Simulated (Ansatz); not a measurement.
Runs of Ansatz 0.2.0 on Ta. Symmetry: Im-3m, No. 229, cubic system. The conventional cell has a = 3.303 Å, b = 3.303 Å, c = 3.303 Å, α = 90.00°, β = 90.00°, γ = 90.00°. Ta (site symmetry m-3m) is surrounded by 8 Ta at 2.86 Å. 

| task | level | potentials or basis | k mesh | cutoff (eV) | smearing | points for each segment of the path | mesh quality | gap on the mesh (eV) | V0 of scaled cells (Å³/atom) | B0 (GPa) |
| --- | --- | --- | --- | --- | --- | --- | --- | --- | --- | --- |
| equation of state | r2SCAN | Ansatz PAW | 11 × 11 × 11 | 500 | fermi-dirac 0.05 eV | - | not flagged | - | 18.02 | 200 |
| band structure | LDA | Ansatz PAW | 11 × 11 × 11 | 420 | fermi-dirac 0.05 eV | 14 | not flagged | none | - | - |
| band structure | HSEsol | PseudoDojo standard (PBEsol files) | 7 × 7 × 7 | 789 | fermi-dirac 0.1 eV | 4 | coarse | none | - | - |
| single point | PBEsol0 | Ansatz PAW | 6 × 6 × 6 | 420 | fermi-dirac 0.05 eV | - | coarse | none | - | - |
| equation of state | PBE | SPMS NC | 11 × 11 × 11 | 463 | fermi-dirac 0.05 eV | - | not flagged | - | 18.24 | (a) |

Alike in all rows: no spin polarisation; cell as given.

Task: Estimate the missing entries.

Result: (a) 195.

Caveats: some runs use coarse meshes; the PAW data sets come from PBE, with cores solved anew for the run's functional, which leaves a small shift of forces and pressure (some runs); the potentials were made for another functional, which shifts forces and pressure (some runs).

A k mesh can miss the band edges, and the runs leave out spin-orbit coupling on Ta.

A gap of «none» marks a metal or a gap under the smearing width.

Not every run made on this cell is shown here.
